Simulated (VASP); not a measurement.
Set up this calculation in VASP 6.6.1, as the native input.

- Task: relaxation of cell and atoms
- Functional: r2SCAN
- Potentials or basis: VASP PAW PBE potentials, release 64 (Cu, Cl)
- Cutoff: 600 eV
- k mesh: 10 × 10 × 10
- Occupations: gaussian, width 0.03 eV
- Spin: no spin polarisation
- Further INCAR settings: ALGO = Normal; EDIFF = 1e-07; IBRION = 2; EDIFFG = -0.005; NSW = 90; ISIF = 3

The structure of CuCl (Nantokite) lies in POSCAR:

```
CuCl                                    
1.0
    0.0000000000      2.6779096256      2.6779096256
    2.6779096256      0.0000000000      2.6779096256
    2.6779096256      2.6779096256      0.0000000000
  Cu              Cl            
     1     1
Direct
     0.0000000000000000    0.0000000000000000    0.0000000000000000
     0.2500000000000000    0.2500000000000000    0.2500000000000000
```

These files were run (other wordings do the same):

INCAR

```
PREC = Accurate ; ENCUT = 600
EDIFF = 1E-7 ; ISMEAR = 0
SIGMA = 0.03 ; LREAL = F
LASPH = T ; NELM = 80
ALGO = Normal ; ISIF = 3
LWAVE = F ; LCHARG = F
METAGGA = R2SCAN ; LMIXTAU = T
IBRION = 2 ; NSW = 90
EDIFFG = -0.005
```

KPOINTS

```
regular mesh
0
Gamma
  10 10 10
```

Potentials or basis: VASP PAW PBE potentials, release 64 (Cu, Cl).

Run with:

```bash
$ cat potpaw_PBE.64/Cu/POTCAR potpaw_PBE.64/Cl/POTCAR > POTCAR
$ mpirun -np 1 vasp_std > vasp.out
```

Results of the run:

```
Relaxed volume                         : 19.27 Å³/atom
Relaxed cell                           : a = 3.792 Å, b = 3.792 Å, c = 3.792 Å, α = 60.00°, β = 60.00°, γ = 60.00°
Space group after relaxing (to 0.05 Å) : F-43m (No. 216)
Energy gained by relaxing              : 0.0 meV/atom
Ionic steps                            : 3
Pressure after relaxing                : 0.0 GPa
Band gap on the k mesh                 : 0.95 eV, direct
```

Caveat: the PAW data sets were made with another functional, which shifts forces and pressure a little.

Wall time 3.3 min on 1 thread of Intel(R) Xeon(R) Platinum 8488C (Sapphire Rapids), on a shared host, peak memory 0.19 GiB.
